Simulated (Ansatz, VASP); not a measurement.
# One calculation of HgSe, two programs

INCAR

```
SYSTEM = HgSe
ALGO = Normal
EDIFF = 1E-6
ENCUT = 520
GGA = PE
ISIF = 2
ISMEAR = -1
LASPH = .TRUE.
LCHARG = .FALSE.
LREAL = .FALSE.
LWAVE = .FALSE.
NBANDS = 16
NELM = 100
PREC = Accurate
SIGMA = 0.05
```

KPOINTS

```
k-points
0
G
  8 8 8
  0 0 0
```

POSCAR

```
HgSe
1.0
    0.0000000000      3.0591264144      3.0591264144
    3.0591264144      0.0000000000      3.0591264144
    3.0591264144      3.0591264144      0.0000000000
Hg Se
1 1
Direct
    0.0000000000      0.0000000000      0.0000000000
    0.7500000000      0.7500000000      0.7500000000
```

input.yaml

```yaml
crystal:
  lattice:
    - [0.0, 3.0591264144, 3.0591264144]
    - [3.0591264144, 0.0, 3.0591264144]
    - [3.0591264144, 3.0591264144, 0.0]
  atoms:
    - { symbol: Hg, position: [0.0, 0.0, 0.0] }
    - { symbol: Se, position: [0.75, 0.75, 0.75] }
kpoints:
  mp_grid: { grid: [8, 8, 8] }
scf:
  occupations: { method: fermi_dirac, width: 0.05 }
hamiltonian:
  xc: pbe
  pseudopotentials: { kind: all_electron, lapw: { basis_error: 0.0005 } }
output:
  forces: true
  stress: true
  eigenvalues: true
```

Change from the starting cell: volume scaled by 1.02.

Alike in both runs: task single point; functional PBE; k mesh 8 × 8 × 8; occupations fermi-dirac, width 0.05 eV; no spin polarisation.

|  | VASP | Ansatz |
| --- | --- | --- |
| version | VASP 6.6.1 | Ansatz 0.2.0 |
| potentials or method | VASP PAW PBE potentials, release 64 (Hg, Se) | all-electron LAPW, scalar-relativistic |
| plane-wave cutoff (eV) | 520 | see its input |

```tsv
	VASP	Ansatz	Ansatz less VASP
gap on the k mesh at the Fermi level (eV)	none	none	-
pressure (GPa)	3.8	3.5	-0.27
```

A gap of «none» marks a metal or a gap that the smearing closes. Ansatz ran all-electron here, so the differences hold the error of VASP's frozen core and of both bases.

Spin-orbit coupling is left out, which matters for the levels of Hg.
